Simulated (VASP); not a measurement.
Here is a VASP 6.6.1 calculation.

Contents of POSCAR:

```
AlN
1.0
    0.0000000000      2.0345180000      2.0345180000
    2.0345180000      0.0000000000      2.0345180000
    2.0345180000      2.0345180000      0.0000000000
Al N
1 1
Direct
    0.5000000000      0.5000000000      0.5000000000
    0.0000000000      0.0000000000      0.0000000000
```

INCAR.step1

```
SYSTEM = AlN
ALGO     = Normal         ! electronic algorithm
EDIFF    = 1E-8           ! SCF threshold, eV
ENCUT    = 520            ! plane-wave cutoff, eV
GGA      = PE             ! functional
ISIF     = 2              ! what is computed and relaxed
ISMEAR   = 0              ! smearing method
LASPH    = .True.         ! aspherical terms in the spheres
LCHARG   = .False.        ! write CHGCAR
LEPSILON = .True.         ! dielectric tensor by DFPT
LREAL    = .False.        ! projectors in reciprocal space
LWAVE    = .False.        ! write WAVECAR
NELM     = 80             ! most SCF steps
PREC     = Accurate       ! precision mode
SIGMA    = 0.02           ! smearing width, eV
```

Contents of KPOINTS.step1:

```
Automatic mesh
0
G
  10 10 10
  0 0 0
```

The input INCAR.step2:

```
SYSTEM = AlN
ALGO     = Normal         ! electronic algorithm
EDIFF    = 1E-5           ! SCF threshold, eV
ENCUT    = 520            ! plane-wave cutoff, eV
GGA      = PE             ! functional
ISIF     = 2              ! what is computed and relaxed
ISMEAR   = 0              ! smearing method
LASPH    = .True.         ! aspherical terms in the spheres
LCHARG   = .False.        ! write CHGCAR
LREAL    = .False.        ! projectors in reciprocal space
LWAVE    = .True.         ! write WAVECAR
NELM     = 80             ! most SCF steps
PREC     = Accurate       ! precision mode
SIGMA    = 0.02           ! smearing width, eV
```

Contents of KPOINTS.step2:

```
k-points
0
Gamma
  8 8 8
  0 0 0
```

Contents of INCAR.step3:

```
SYSTEM = AlN
AEXX     = 0.1926         ! exact-exchange fraction
ALGO     = Normal         ! electronic algorithm
EDIFF    = 1E-6           ! SCF threshold, eV
ENCUT    = 520            ! plane-wave cutoff, eV
GGA      = PE             ! functional
HFRCUT   = -1           
ISIF     = 2              ! what is computed and relaxed
ISMEAR   = 0              ! smearing method
ISTART   = 1            
LASPH    = .True.         ! aspherical terms in the spheres
LCHARG   = .False.        ! write CHGCAR
LHFCALC  = .True.         ! exact exchange
LREAL    = .False.        ! projectors in reciprocal space
LWAVE    = .False.        ! write WAVECAR
NELM     = 80             ! most SCF steps
PREC     = Accurate       ! precision mode
PRECFOCK = Fast         
SIGMA    = 0.02           ! smearing width, eV
```

KPOINTS.step3

```
k-points
0
Gamma
  8 8 8
  0 0 0
```

Contents of KPOINTS_OPT:

```
path GXWKGLUWLK,UX
8
line-mode
reciprocal
 0.0000000000  0.0000000000  0.0000000000  G
 0.5000000000  0.0000000000  0.5000000000  X

 0.5000000000  0.0000000000  0.5000000000  X
 0.5000000000  0.2500000000  0.7500000000  W

 0.5000000000  0.2500000000  0.7500000000  W
 0.3750000000  0.3750000000  0.7500000000  K

 0.3750000000  0.3750000000  0.7500000000  K
 0.0000000000  0.0000000000  0.0000000000  G

 0.0000000000  0.0000000000  0.0000000000  G
 0.5000000000  0.5000000000  0.5000000000  L

 0.5000000000  0.5000000000  0.5000000000  L
 0.6250000000  0.2500000000  0.6250000000  U

 0.6250000000  0.2500000000  0.6250000000  U
 0.5000000000  0.2500000000  0.7500000000  W

 0.5000000000  0.2500000000  0.7500000000  W
 0.5000000000  0.5000000000  0.5000000000  L

 0.5000000000  0.5000000000  0.5000000000  L
 0.3750000000  0.3750000000  0.7500000000  K

 0.6250000000  0.2500000000  0.6250000000  U
 0.5000000000  0.0000000000  0.5000000000  X
```

Potentials or basis: VASP PAW PBE potentials, release 64 (Al, N).

Launch:

```sh
$ cat potpaw_PBE.64/Al/POTCAR potpaw_PBE.64/N/POTCAR > POTCAR
$ cp INCAR.step1 INCAR
$ cp KPOINTS.step1 KPOINTS
$ mpirun -np 1 vasp_std > vasp.out
$ cp INCAR.step2 INCAR
$ cp KPOINTS.step2 KPOINTS
$ mpirun -np 1 vasp_std > vasp.out
$ cp INCAR.step3 INCAR
$ cp KPOINTS.step3 KPOINTS
$ mpirun -np 1 vasp_std > vasp.out
```

(1) What does it give for the band gap along the path?

(2) What does it give for the pressure?

(3) What does it give for the band gap on the k mesh?

## Answers

(1) 6.04 eV, indirect (least direct gap 7.12 eV).

(2) -5.8 GPa.

(3) 6.04 eV, indirect (least direct gap 7.12 eV).

Caveat: the PAW data sets were made with another functional, which shifts forces and pressure a little.
